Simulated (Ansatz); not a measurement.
# SnSe: relaxing the atoms and single point, part 2 of 2

The task, for SnSe: 4 runs in a chain (relaxing the atoms and single point).

Ansatz 0.2.0; DFT PBE, scalar-relativistic, plane waves, PAW, and further levels as typed in the inputs. The steps go on from the part before.

### 5 Single point

It takes the final geometry of step 4.

input.yaml reads:

```yaml
crystal:
  lattice:
    - [11.501, 0.0, 0.0]
    - [0.0, 4.153, 0.0]
    - [0.0, 0.0, 4.445]
  atoms:
    - { symbol: Sn, position: [0.1180847956, 0.25, 0.1046137685] }
    - { symbol: Sn, position: [0.3819152044, 0.75, 0.6046137685] }
    - { symbol: Sn, position: [0.6180847956, 0.25, 0.3953862315] }
    - { symbol: Sn, position: [0.8819152044, 0.75, 0.8953862315] }
    - { symbol: Se, position: [0.3540054451, 0.25, 0.0137796953] }
    - { symbol: Se, position: [0.1459945549, 0.75, 0.5137796953] }
    - { symbol: Se, position: [0.8540054451, 0.25, 0.4862203047] }
    - { symbol: Se, position: [0.6459945549, 0.75, 0.9862203047] }
scf:
  occupations: { method: gaussian, width: 0.03 }
output:
  eigenstates:
    kpoints:
      - [0.0, 0.0, 0.0]
      - [0.0, 0.0, 0.0125]
      - [0.0, 0.0, 0.025]
      - [0.0, 0.0, 0.0375]
      - [0.0, 0.0, 0.05]
      - [0.0, 0.0, 0.0625]
      - [0.0, 0.0, 0.075]
      - [0.0, 0.0, 0.0875]
      - [0.0, 0.0, 0.1]
      - [0.0, 0.0, 0.1125]
      - [0.0, 0.0, 0.125]
      - [0.0, 0.0, 0.1375]
      - [0.0, 0.0, 0.15]
      - [0.0, 0.0, 0.1625]
      - [0.0, 0.0, 0.175]
      - [0.0, 0.0, 0.1875]
      - [0.0, 0.0, 0.2]
      - [0.0, 0.0, 0.2125]
      - [0.0, 0.0, 0.225]
      - [0.0, 0.0, 0.2375]
      - [0.0, 0.0, 0.25]
      - [0.0, 0.0, 0.2625]
      - [0.0, 0.0, 0.275]
      - [0.0, 0.0, 0.2875]
      - [0.0, 0.0, 0.3]
      - [0.0, 0.0, 0.3125]
      - [0.0, 0.0, 0.325]
      - [0.0, 0.0, 0.3375]
      - [0.0, 0.0, 0.35]
      - [0.0, 0.0, 0.3625]
      - [0.0, 0.0, 0.375]
      - [0.0, 0.0, 0.3875]
      - [0.0, 0.0, 0.4]
      - [0.0, 0.0, 0.4125]
      - [0.0, 0.0, 0.425]
      - [0.0, 0.0, 0.4375]
      - [0.0, 0.0, 0.45]
      - [0.0, 0.0, 0.4625]
      - [0.0, 0.0, 0.475]
      - [0.0, 0.0, 0.4875]
      - [0.0, 0.0, 0.5]
      - [0.0, 0.0125, 0.0]
      - [0.0, 0.025, 0.0]
      - [0.0, 0.0375, 0.0]
      - [0.0, 0.05, 0.0]
      - [0.0, 0.0625, 0.0]
      - [0.0, 0.075, 0.0]
      - [0.0, 0.0875, 0.0]
      - [0.0, 0.1, 0.0]
      - [0.0, 0.1125, 0.0]
      - [0.0, 0.125, 0.0]
      - [0.0, 0.1375, 0.0]
      - [0.0, 0.15, 0.0]
      - [0.0, 0.1625, 0.0]
      - [0.0, 0.175, 0.0]
      - [0.0, 0.1875, 0.0]
      - [0.0, 0.2, 0.0]
      - [0.0, 0.2125, 0.0]
      - [0.0, 0.225, 0.0]
      - [0.0, 0.2375, 0.0]
      - [0.0, 0.25, 0.0]
      - [0.0, 0.2625, 0.0]
      - [0.0, 0.275, 0.0]
      - [0.0, 0.2875, 0.0]
      - [0.0, 0.3, 0.0]
      - [0.0, 0.3125, 0.0]
      - [0.0, 0.325, 0.0]
      - [0.0, 0.3375, 0.0]
      - [0.0, 0.35, 0.0]
      - [0.0, 0.3625, 0.0]
      - [0.0, 0.375, 0.0]
      - [0.0, 0.3875, 0.0]
      - [0.0, 0.4, 0.0]
      - [0.0, 0.4125, 0.0]
      - [0.0, 0.425, 0.0]
      - [0.0, 0.4375, 0.0]
      - [0.0, 0.45, 0.0]
      - [0.0, 0.4625, 0.0]
      - [0.0, 0.475, 0.0]
      - [0.0, 0.4875, 0.0]
      - [0.0, 0.5, 0.0]
      - [0.0, 0.02, 0.28]
      - [0.0, 0.04, 0.28]
      - [0.06, 0.0, 0.28]
      - [0.12, 0.0, 0.28]
      - [0.25, 0.0, 0.28]
      - [0.5, 0.0, 0.28]
      - [0.0, 0.02, 0.3]
      - [0.0, 0.04, 0.3]
      - [0.06, 0.0, 0.3]
      - [0.12, 0.0, 0.3]
      - [0.25, 0.0, 0.3]
      - [0.5, 0.0, 0.3]
      - [0.0, 0.02, 0.32]
      - [0.0, 0.04, 0.32]
      - [0.06, 0.0, 0.32]
      - [0.12, 0.0, 0.32]
      - [0.25, 0.0, 0.32]
      - [0.5, 0.0, 0.32]
      - [0.0, 0.02, 0.34]
      - [0.0, 0.04, 0.34]
      - [0.06, 0.0, 0.34]
      - [0.12, 0.0, 0.34]
      - [0.25, 0.0, 0.34]
      - [0.5, 0.0, 0.34]
      - [0.0, 0.02, 0.36]
      - [0.0, 0.04, 0.36]
      - [0.06, 0.0, 0.36]
      - [0.12, 0.0, 0.36]
      - [0.25, 0.0, 0.36]
      - [0.5, 0.0, 0.36]
      - [0.0, 0.02, 0.38]
      - [0.0, 0.04, 0.38]
      - [0.06, 0.0, 0.38]
      - [0.12, 0.0, 0.38]
      - [0.25, 0.0, 0.38]
      - [0.5, 0.0, 0.38]
      - [0.0, 0.02, 0.4]
      - [0.0, 0.04, 0.4]
      - [0.06, 0.0, 0.4]
      - [0.12, 0.0, 0.4]
      - [0.25, 0.0, 0.4]
      - [0.5, 0.0, 0.4]
      - [0.0, 0.02, 0.42]
      - [0.0, 0.04, 0.42]
      - [0.06, 0.0, 0.42]
      - [0.12, 0.0, 0.42]
      - [0.25, 0.0, 0.42]
      - [0.5, 0.0, 0.42]
      - [0.0, 0.02, 0.44]
      - [0.0, 0.04, 0.44]
      - [0.06, 0.0, 0.44]
      - [0.12, 0.0, 0.44]
      - [0.25, 0.0, 0.44]
      - [0.5, 0.0, 0.44]
      - [0.0, 0.02, 0.46]
      - [0.0, 0.04, 0.46]
      - [0.06, 0.0, 0.46]
      - [0.12, 0.0, 0.46]
      - [0.25, 0.0, 0.46]
      - [0.5, 0.0, 0.46]
      - [0.0, 0.02, 0.48]
      - [0.0, 0.04, 0.48]
      - [0.06, 0.0, 0.48]
      - [0.12, 0.0, 0.48]
      - [0.25, 0.0, 0.48]
      - [0.5, 0.0, 0.48]
      - [0.0, 0.02, 0.5]
      - [0.0, 0.04, 0.5]
      - [0.06, 0.0, 0.5]
      - [0.12, 0.0, 0.5]
      - [0.25, 0.0, 0.5]
      - [0.5, 0.0, 0.5]
      - [0.0, 0.24, 0.02]
      - [0.0, 0.24, 0.04]
      - [0.06, 0.24, 0.0]
      - [0.12, 0.24, 0.0]
      - [0.25, 0.24, 0.0]
      - [0.5, 0.24, 0.0]
      - [0.0, 0.26, 0.02]
      - [0.0, 0.26, 0.04]
      - [0.06, 0.26, 0.0]
      - [0.12, 0.26, 0.0]
      - [0.25, 0.26, 0.0]
      - [0.5, 0.26, 0.0]
      - [0.0, 0.28, 0.02]
      - [0.0, 0.28, 0.04]
      - [0.06, 0.28, 0.0]
      - [0.12, 0.28, 0.0]
      - [0.25, 0.28, 0.0]
      - [0.5, 0.28, 0.0]
      - [0.0, 0.3, 0.02]
      - [0.0, 0.3, 0.04]
      - [0.06, 0.3, 0.0]
      - [0.12, 0.3, 0.0]
      - [0.25, 0.3, 0.0]
      - [0.5, 0.3, 0.0]
      - [0.0, 0.32, 0.02]
      - [0.0, 0.32, 0.04]
      - [0.06, 0.32, 0.0]
      - [0.12, 0.32, 0.0]
      - [0.25, 0.32, 0.0]
      - [0.5, 0.32, 0.0]
      - [0.0, 0.34, 0.02]
      - [0.0, 0.34, 0.04]
      - [0.06, 0.34, 0.0]
      - [0.12, 0.34, 0.0]
      - [0.25, 0.34, 0.0]
      - [0.5, 0.34, 0.0]
      - [0.0, 0.36, 0.02]
      - [0.0, 0.36, 0.04]
      - [0.06, 0.36, 0.0]
      - [0.12, 0.36, 0.0]
      - [0.25, 0.36, 0.0]
      - [0.5, 0.36, 0.0]
      - [0.0, 0.38, 0.02]
      - [0.0, 0.38, 0.04]
      - [0.06, 0.38, 0.0]
      - [0.12, 0.38, 0.0]
      - [0.25, 0.38, 0.0]
      - [0.5, 0.38, 0.0]
      - [0.0, 0.4, 0.02]
      - [0.0, 0.4, 0.04]
      - [0.06, 0.4, 0.0]
      - [0.12, 0.4, 0.0]
      - [0.25, 0.4, 0.0]
      - [0.5, 0.4, 0.0]
      - [0.0, 0.42, 0.02]
      - [0.0, 0.42, 0.04]
      - [0.06, 0.42, 0.0]
      - [0.12, 0.42, 0.0]
      - [0.25, 0.42, 0.0]
      - [0.5, 0.42, 0.0]
      - [0.0, 0.44, 0.02]
      - [0.0, 0.44, 0.04]
      - [0.06, 0.44, 0.0]
      - [0.12, 0.44, 0.0]
      - [0.25, 0.44, 0.0]
      - [0.5, 0.44, 0.0]
      - [0.0, 0.46, 0.02]
      - [0.0, 0.46, 0.04]
      - [0.06, 0.46, 0.0]
      - [0.12, 0.46, 0.0]
      - [0.25, 0.46, 0.0]
      - [0.5, 0.46, 0.0]
hamiltonian:
  xc: r2scan
kpoints:
  mp_grid: { grid: [3, 8, 8] }
```

The run is started by

```console
> ansatz run input.yaml --threads 4 --pin off --max-ram 12288MiB --backend cpu --events-out ev --progress --plain --runs-dir out
```

The program printed, cut to the lines that bear on the results:

```text
Warning: RAYON_NUM_THREADS=4 ignored (pool sized by the plan → 4); use --threads N
[...]
Pseudopotentials: kind: paw
Pseudopotential: Sn, paw, valence charge 14, recommended cutoff 500 eV (meta_gga), Sn.paw.azcp
Pseudopotential: Se, paw, valence charge 16, recommended cutoff 500 eV (meta_gga), Se.paw.azcp
Functional definition: r2SCAN
[...]
Crystal: 8 atoms, lattice volume = 212.309 Å³
Basis set: ecut = 500 eV, 5379 PW (Γ), exchange–correlation on 360×128×144 points (64 copies of the dense FFT grid, shifted against one another)
Bands: 72, of which v1, the nominal top of the filled ones, is band 60 counted from 1 (59 counted from 0)
Symmetry: 8 space group operations
Space group: Pnma (ITA 62), of the structure as read, at distance tolerance 6.0e-5 Å
k-points: 50 of 192
[...]
SCF iter   1: F=—  HF=-46070.584917 eV  |F-HF|=—  |Δ(HF+E_count)|=         —  Δρ=5.25e-3  dr2=6.31e-2  dr2_τ=1.55e-2  ethr=1.77e-3  ⟨swp⟩=6.3  Hψ=13469  notcnv=0  defer=16
[...]
SCF iter   7: F=-46070.631332 eV  HF=-46070.631332 eV  |F-HF|=2.10e-8  |Δ(HF+E_count)|=   5.34e-7  Δρ=3.65e-6  dr2=2.39e-8  dr2_τ=8.60e-10  ethr=8.33e-11  ⟨swp⟩=9.1  Hψ=14273  notcnv=0
[...]
NSCF: frozen V_eff on 225 k-points
SCF converged after 7 iterations
Free energy (F): -46070.631332 eV
[...]
E sigma→0 (E₀):  -46070.631332 eV
Fermi energy:    9.327926 eV
[...]
--- Band table (eV; the first three rows and the last of 50) ---
[...]
```

Wall time 44 s (4 threads of Intel Xeon Gold 6455B (Sapphire Rapids), shared host); peak memory 2.5 GiB.

### 6 Summary of results

The summary covers parts 1 to 2.

```
step   level  volume (Å³/atom)  pressure (GPa)  energy above the lowest (meV/atom)  gap on the mesh (eV)  time
   2     PBE             26.54             1.9                                 0.0                   n/a  31 s
   3     PBE             26.54             n/a                                 0.0                  0.65  26 s
   4  r2SCAN             26.54             1.7                                 0.0                   n/a  53 s
   5  r2SCAN             26.54             n/a                                 0.0                  0.99  44 s
```

Energies compare only among runs of one formula, size, charge, level and basis; each such set counts from its lowest member.

Measured gap of SnSe: 0.99 eV (indirect; 20 K; “Linear dichroism of the optical properties of SnS and SnSe van der Waals crystals”, 2024, arxiv:2409.17412). This calculation gives 0.99 eV (0.00 eV). 3 values of this kind are on record (0.89 to 1.07 eV); this one was drawn at random among those near their median. It is a Kohn-Sham gap, without temperature or zero-point motion. Semilocal functionals usually fall short of measured gaps.
